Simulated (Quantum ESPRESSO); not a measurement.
A run of Quantum ESPRESSO 7.5:

Contents of pw.in:

```
&CONTROL
  calculation = 'scf'
  prefix = 'pwscf'
  outdir = './tmp'
  pseudo_dir = './pseudo'
  tprnfor = .true.
  tstress = .true.
  disk_io = 'nowf'
/
&SYSTEM
  ibrav = 0
  nat = 8
  ntyp = 2
  ecutwfc = 60
  ecutrho = 480
  nbnd = 52
  occupations = 'smearing'
  smearing = 'fd'
  degauss = 0.00367493
/
&ELECTRONS
  conv_thr = 1.6d-09
  electron_maxstep = 120
  mixing_beta = 0.5
/
ATOMIC_SPECIES
Sn   118.7100 Sn_pbe_v1.uspp.F.UPF
Se    78.9710 Se_pbe_v1.uspp.F.UPF
CELL_PARAMETERS angstrom
  11.4200000000    0.0000000000    0.0000000000
   0.0000000000    4.1900000000    0.0000000000
   0.0000000000    0.0000000000    4.4600000000
ATOMIC_POSITIONS crystal
Sn     0.8770000000    0.7500000000    0.9090000000
Sn     0.6230000000    0.2500000000    0.4090000000
Sn     0.3770000000    0.7500000000    0.5910000000
Sn     0.1230000000    0.2500000000    0.0910000000
Se     0.6430000000    0.7500000000    0.9840000000
Se     0.8570000000    0.2500000000    0.4840000000
Se     0.1430000000    0.7500000000    0.5160000000
Se     0.3570000000    0.2500000000    0.0160000000
K_POINTS automatic
3 6 6 0 0 0
```

Potentials or basis: SSSP 1.3 efficiency PBE.

Launch:

```console
$ OMP_NUM_THREADS=1 mpirun -n 2 pw.x -nk 2 -in pw.in > pw.out
```

Hardware: 2 MPI ranks on Arm Neoverse V1, with other jobs on the host.

Q: Estimate the wall time of this run.

A: Wall time 5 min on 2 MPI ranks on Arm Neoverse V1, with other jobs on the host, peak memory 1.4 GiB a rank. Counts: scf iterations 10, k pools 2, bands 52, k points 32, g dense 255879.
